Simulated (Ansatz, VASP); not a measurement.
**AlN: VASP beside Ansatz**

```
CELL_PARAMETERS angstrom
3.14032 0.00000 0.00000
-1.57016 2.71960 0.00000
0.00000 0.00000 5.02633
ATOMIC_POSITIONS crystal
Al 0.34941 0.69882 0.00152
Al 0.65059 0.30118 0.50152
N 0.31899 0.63798 0.38348
N 0.68101 0.36202 0.88348
```

Change from the starting cell: mode 5 frozen in at +0.086 Å, equal normal strain along x, y and z +0.0167.

Alike in both runs: task single point; functional LDA; k mesh 9 × 9 × 6; occupations gaussian, width 0.05 eV; no spin polarisation.

|  | VASP | Ansatz |
| --- | --- | --- |
| version | VASP 6.6.1 | Ansatz 0.2.0 |
| potentials or method | VASP PAW LDA potentials, release 64 (Al, N) | scalar-relativistic, plane waves, PAW |
| plane-wave cutoff (eV) | 520 | 520 |
| valence electrons in the cell | 16 | 16 |

Ansatz gave:

```
gap on the k mesh at the Fermi level (eV)       : 3.89
least direct gap on the mesh (eV)               : 3.89
pressure (GPa)                                  : -9.7
largest component of the traceless stress (GPa) : 1.17
rms of the force components (eV/Å)              : 0.234
```

Problem. Which values does VASP return?

Solution. gap on the k mesh at the Fermi level (eV): 3.90; least direct gap on the mesh (eV): 3.90; pressure (GPa): -9.3; largest component of the traceless stress (GPa): 1.14; rms of the force components (eV/Å): 0.234.

Atom by atom the forces differ by 0.002 eV/Å (rms over components).

Caveats: an odd mesh through Γ misses points on the zone boundary, where band edges often lie.
